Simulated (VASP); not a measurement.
Wanted: the native input for a VASP 6.6.1 run.

| Quantity | Value |
| --- | --- |
| Task | band structure |
| Functional | SCAN |
| Potentials or basis | VASP PAW PBE potentials, release 64 (Si, C) |
| Cutoff | 520 eV |
| k mesh | 10 × 10 × 10 |
| Occupations | fermi-dirac, width 0.05 eV |
| Spin | no spin polarisation |
| Further INCAR settings | ALGO = Normal; EDIFF = 1e-07; NBANDS = 11 |

The structure of SiC (Moissanite 3C) lies in POSCAR:

```
SiC
1.0
    0.0000000000      2.1790000000      2.1790000000
    2.1790000000      0.0000000000      2.1790000000
    2.1790000000      2.1790000000      0.0000000000
Si C
1 1
Direct
    0.0000000000      0.0000000000      0.0000000000
    0.7500000000      0.7500000000      0.7500000000
```

The input as run:

INCAR

```
ALGO = Normal
EDIFF = 1E-7
ENCUT = 520
ISIF = 2
ISMEAR = -1
LASPH = T
LCHARG = F
LMIXTAU = T
LREAL = F
LWAVE = F
METAGGA = SCAN
NBANDS = 11
NELM = 60
PREC = Accurate
SIGMA = 0.05
```

KPOINTS

```
k-points
0
Gamma
  10 10 10
```

KPOINTS_OPT

```
path GXWKGLUWLK,UX
10
line-mode
reciprocal
 0.0000000000  0.0000000000  0.0000000000  G
 0.5000000000  0.0000000000  0.5000000000  X

 0.5000000000  0.0000000000  0.5000000000  X
 0.5000000000  0.2500000000  0.7500000000  W

 0.5000000000  0.2500000000  0.7500000000  W
 0.3750000000  0.3750000000  0.7500000000  K

 0.3750000000  0.3750000000  0.7500000000  K
 0.0000000000  0.0000000000  0.0000000000  G

 0.0000000000  0.0000000000  0.0000000000  G
 0.5000000000  0.5000000000  0.5000000000  L

 0.5000000000  0.5000000000  0.5000000000  L
 0.6250000000  0.2500000000  0.6250000000  U

 0.6250000000  0.2500000000  0.6250000000  U
 0.5000000000  0.2500000000  0.7500000000  W

 0.5000000000  0.2500000000  0.7500000000  W
 0.5000000000  0.5000000000  0.5000000000  L

 0.5000000000  0.5000000000  0.5000000000  L
 0.3750000000  0.3750000000  0.7500000000  K

 0.6250000000  0.2500000000  0.6250000000  U
 0.5000000000  0.0000000000  0.5000000000  X
```

Potentials or basis: VASP PAW PBE potentials, release 64 (Si, C).

The run is started by

```sh
$ cat potpaw_PBE.64/Si/POTCAR potpaw_PBE.64/C/POTCAR > POTCAR
$ mpirun -np 1 vasp_std > vasp.out
```

Results of the run:

- Pressure: -1.0 GPa
- Band gap on the k mesh: 1.71 eV, indirect (least direct gap 5.06 eV)
- Band gap along the path: 1.71 eV, indirect (least direct gap 5.06 eV)

Caveat: the PAW data sets were made with another functional, which shifts forces and pressure a little.

Wall time 65 s on 1 thread of Intel(R) Xeon(R) Platinum 8259CL CPU @ 2.50GHz (Skylake/Cascade Lake) (shared host), peak memory 0.14 GiB.
